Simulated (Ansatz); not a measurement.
Here is the system:

GeTe (alpha-GeTe type, space group R3m)

```cif
data_GeTe
_chemical_formula_sum 'Ge1 Te1'
_space_group_name_H-M_alt 'P 1'
_space_group_IT_number 1
_cell_length_a 4.40865
_cell_length_b 4.40865
_cell_length_c 4.40865
_cell_angle_alpha 56.701
_cell_angle_beta 56.701
_cell_angle_gamma 56.701
loop_
_space_group_symop_operation_xyz
  'x, y, z'
loop_
_atom_site_label
_atom_site_type_symbol
_atom_site_fract_x
_atom_site_fract_y
_atom_site_fract_z
_atom_site_occupancy
Ge1 Ge 0.23184 0.23184 0.23184 1
Te1 Te 0.76816 0.76816 0.76816 1
```

The volume is varied about the relaxed value V₀ at fixed cell shape. The atoms relax within the cell's symmetry.

Computed with r2SCAN (plane waves to 500 eV, PAW, scalar-relativistic; Ansatz, an electronic-structure program). k mesh 10×10×10 (Γ-centred), Fermi-Dirac smearing 0.05 eV. Energies are smeared free energies. Stress and pressure are positive under compression. With the shape held, the modulus is that of even scaling; a crystal free to change shape is softer. GeTe was relaxed with its symmetry unable to fall. Spin-orbit coupling is left out, though Te is heavy. The zero of ΔE is the relaxed starting cell.

The scan covers V/V₀ from 0.840 to 1.160 in 11 points.

Problem. What is the fitted pressure derivative B₀′?

Solution. 4.5.

Problem. What bulk modulus at fixed cell shape B₀ follows from a third-order Birch-Murnaghan fit?

Solution. 36.0 GPa.

(A scan under strain: stresses follow from slopes of the energy per volume, elastic moduli from its curvatures.)
